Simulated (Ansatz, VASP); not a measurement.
## One calculation of VSi, two programs

```xyz
2
Lattice="0.0000 2.7086 2.7086 2.7086 0.0000 2.7086 2.7086 2.7086 0.0000" Properties=species:S:1:pos:R:3 pbc="T T T"
V     0.0000    0.0000    0.0000
Si    1.3543    1.3543    1.3543
```

Change from the starting cell: volume scaled by 0.9405, PAW files.

Alike in both runs: task electric field gradients; functional PBE; k mesh 11 × 11 × 11; occupations fermi-dirac, width 0.05 eV; collinear spin.

|  | VASP | Ansatz |
| --- | --- | --- |
| version | VASP 6.6.1 | Ansatz 0.2.0 |
| potentials or method | VASP PAW PBE potentials, release 64 (V_sv, Si) | PAW with Ansatz's default frozen-core files, scalar-relativistic |
| plane-wave cutoff (eV) | 520 | 420 |
| valence electrons in the cell | 17 | 17 |

```csv
,VASP,Ansatz,Ansatz less VASP
pressure (GPa),5.1,5.0,-0.07
net moment per atom (μB),0.18,0.18,-0.001
size of the moment on the site where the two differ most (μB),0.35,0.31,-0.039
Vzz of the field gradient on the site that differs most (V/Å²),0.0,0.0,0.00
```

Site moments also hang on the region over which each program counts them.
